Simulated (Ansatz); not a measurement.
Results of r²SCAN0 in Ansatz (plane waves, PAW) for wurtzite BeO.

Numerical settings: plane-wave cutoff 520 eV, 12×12×6 k mesh (along the axes of the cell as run), Fermi–Dirac smearing 0.01 eV, scalar-relativistic PAW data made under PBE.

Cell (measured lattice):

BeO is modelled in the hexagonal space group P6₃mc (No. 186), the wurtzite structure, Pearson symbol hP4. Lattice parameters: a = b = 2.6980 Å, c = 4.3800 Å, α = β = 90.00°, γ = 120.00°. Be on 2b is coordinated by 4 O at 1.647–1.656 Å (tetrahedral). O on 2b has 4 Be at 1.647–1.656 Å (tetrahedral). (Neighbours: up to the widest gap in distance over summed covalent radii, below 1.35, at either atom; cation-cation and far metal-metal contacts left out.)

Problem. Predict the band gap and width of the whole s-p valence band.

Solution. 
- band gap: 10.79 eV (on the SCF k mesh) (direct)
- width of the whole s-p valence band: 20.99 eV

Measured, for comparison: band gap 11.29 eV (zero-point renormalisation of 699 meV (computed, non-adiabatic AHC, without the lattice-expansion part) added back here; inputs from Miglio et al. (2020), arXiv:2011.12765). Computed (rounded) less measured: band gap -0.50 eV.

Note: cell and atoms aren't relaxed at this level (pressure -5.8 GPa).

Computed values are for the static lattice.

The result took very roughly 4 core-minutes.

Ansatz is a quantum-chemistry and plane-wave program.
